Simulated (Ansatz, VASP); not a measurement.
One calculation of CdTe, two programs

Contents of POSCAR:

```
CdTe
1.0
    0.0000000000      3.3471941971      3.3471941971
    3.3471941971      0.0000000000      3.3471941971
    3.3471941971      3.3471941971      0.0000000000
Cd Te
1 1
Direct
    0.0000000000      0.0000000000      0.0000000000
    0.2500000000      0.2500000000      0.2500000000
```

File INCAR.step1:

```
SYSTEM = CdTe
  PREC = Accurate
  ENCUT = 520
  EDIFF = 1E-5
  ISMEAR = 0
  SIGMA = 0.01
  LREAL = .False.
  LASPH = .True.
  NELM = 100
  ALGO = Normal
  ISIF = 2
  LWAVE = .True.
  NBANDS = 16
  GGA = PE
```

The input INCAR.step2:

```
SYSTEM = CdTe
  PREC = Accurate
  ENCUT = 520
  EDIFF = 1E-6
  ISMEAR = 0
  SIGMA = 0.01
  LREAL = .False.
  LASPH = .True.
  NELM = 100
  ALGO = Normal
  ISIF = 2
  LWAVE = .False.
  LCHARG = .True.
  GGA = PE
  LHFCALC = .True.
  HFSCREEN = 0.2079
  PRECFOCK = Normal
  LELF = .True.
  LVHAR = .True.
  NBANDS = 16
  ISTART = 1
```

Contents of KPOINTS:

```
regular mesh
0
Gamma
  4 4 4
  0 0 0
```

Input for Ansatz:

```yaml
crystal:
  lattice:
    - [0.0, 3.3471941971, 3.3471941971]
    - [3.3471941971, 0.0, 3.3471941971]
    - [3.3471941971, 3.3471941971, 0.0]
  atoms:
    - { symbol: Cd, position: [0.0, 0.0, 0.0] }
    - { symbol: Te, position: [0.25, 0.25, 0.25] }
kpoints:
  mp_grid: { grid: [4, 4, 4] }
  band_path:
    path:
      - [0.0, 0.0, 0.0]
      - [-0.5, -0.5, 0.0]
      - [-0.375, -0.375, 0.25]
      - [-0.375, 0.0, 0.375]
      - [0.0, 0.0, 0.5]
      - [-0.5, -0.25, 0.25]
    npoints: 1
hamiltonian:
  xc: hse06
scf:
  occupations: { method: fixed }
  n_extra_bands: 4
output:
  forces: true
  stress: true
  eigenvalues: true
```

Change from the starting cell: hydrostatic strain +2.0%.

Alike in both runs: task single point; functional HSE06; k mesh 4 × 4 × 4; no spin polarisation.

```csv
,VASP,Ansatz
version,VASP 6.6.1,Ansatz 0.2.0
potentials or method,"VASP PAW PBE potentials, release 64 (Cd, Te)","plane waves, PAW"
plane-wave cutoff (eV),520,420
occupations,"gaussian, width 0.01 eV",fixed
valence electrons in the cell,18,36
```

|  | VASP | Ansatz | Ansatz less VASP |
| --- | --- | --- | --- |
| gap on the k mesh at the Fermi level (eV) | 1.24 | 1.32 | +0.075 |
| pressure (GPa) | -1.9 | -1.9 | +0.04 |

The two sets of potentials don't hold the same shells in valence. Ansatz warned: «stress_exchange_threshold_loose».

Caveats: the PAW data sets were made with another functional, which shifts forces and pressure a little (VASP); spin-orbit coupling is left out, which moves the levels of the heavy elements.
